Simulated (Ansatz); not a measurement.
A run of Ansatz 0.2.0 is set up as follows.

input.yaml

```yaml
crystal:
  lattice:
    - [0.0, 2.2239077028, 2.2239077028]
    - [2.2239077028, 0.0, 2.2239077028]
    - [2.2239077028, 2.2239077028, 0.0]
  atoms:
    - { symbol: Mn, position: [0.0, 0.0, 0.0], spin: 4.0 }
    - { symbol: O, position: [0.5, 0.5, 0.5] }
kpoints:
  mp_grid: { grid: [10, 10, 10] }
  band_path:
    path:
      - [0.0, 0.0, 0.0]
      - [0.5, 0.0, 0.5]
      - [0.5, 0.25, 0.75]
      - [0.375, 0.375, 0.75]
      - [0.0, 0.0, 0.0]
      - [0.5, 0.5, 0.5]
      - [0.625, 0.25, 0.625]
      - [0.5, 0.25, 0.75]
    npoints: 12
scf:
  occupations: { method: fermi_dirac, width: 0.05 }
hamiltonian:
  xc: pbesol
  pseudopotentials: { kind: all_electron, lapw: { basis_error: 0.001 } }
magnetization:
  spin_polarized: true
output:
  forces: true
  stress: true
  eigenvalues: true
```

Potentials or basis: all-electron LAPW, scalar-relativistic.

Run with:

```bash
$ ansatz run input.yaml --threads 2 --pin off --max-ram 6144MiB --backend cpu --events-out ev --progress --plain --runs-dir out
```

**Question.** Predict the net moment.

**Answer.** 4.77 μB per cell.

**Question.** Estimate the absolute moment.

**Answer.** 4.77 μB per cell.

**Question.** Estimate the site moments.

**Answer.** Mn +4.31; O +0.23 μB.

Levels at the corners of the path, in eV from the Fermi level:
Spin up:
```
point  band 11  band 12  band 13  band 14  band 15  band 16  band 17  band 18
    Γ    -3.21    -3.21    -2.68    -2.68    -0.64    13.73    16.04    16.04
    X    -2.24    -2.01    -2.01    -1.89     4.87     7.67    10.21    13.46
    W    -2.42    -2.01    -1.97    -0.93     6.89     8.11     8.11    10.77
    K    -2.16    -1.94    -1.63    -0.96     6.25     7.77     7.97    13.01
    Γ    -3.21    -3.21    -2.68    -2.68    -0.64    13.73    16.04    16.04
    L    -2.29    -1.86     0.22     0.22     3.30     7.62    11.66    11.66
    U    -2.16    -1.94    -1.63    -0.96     6.25     7.77     7.97    13.01
    W    -2.42    -2.01    -1.97    -0.93     6.89     8.11     8.11    10.77
```
Spin down:
| point | band 6 | band 7 | band 8 | band 9 | band 10 | band 11 | band 12 | band 13 |
| --- | --- | --- | --- | --- | --- | --- | --- | --- |
| Γ | -19.76 | -3.37 | -3.37 | -3.37 | 0.66 | 0.71 | 0.71 | 0.71 |
| X | -18.82 | -6.47 | -4.36 | -4.36 | -0.90 | 1.95 | 2.15 | 2.40 |
| W | -18.73 | -5.74 | -5.74 | -5.26 | 1.24 | 1.24 | 2.14 | 2.41 |
| K | -18.75 | -6.11 | -5.75 | -4.67 | 0.39 | 2.15 | 2.19 | 2.35 |
| Γ | -19.76 | -3.37 | -3.37 | -3.37 | 0.66 | 0.71 | 0.71 | 0.71 |
| L | -18.79 | -7.43 | -4.87 | -4.87 | 1.91 | 1.96 | 1.96 | 3.65 |
| U | -18.75 | -6.11 | -5.75 | -4.67 | 0.39 | 2.15 | 2.19 | 2.35 |
| W | -18.73 | -5.74 | -5.74 | -5.26 | 1.24 | 1.24 | 2.14 | 2.41 |

Caveat: a cell with one magnetic atom can't hold antiferromagnetic order, which such compounds often take; semilocal functionals often make such compounds metallic where correlation or magnetic order opens a gap, which also shifts bond lengths.
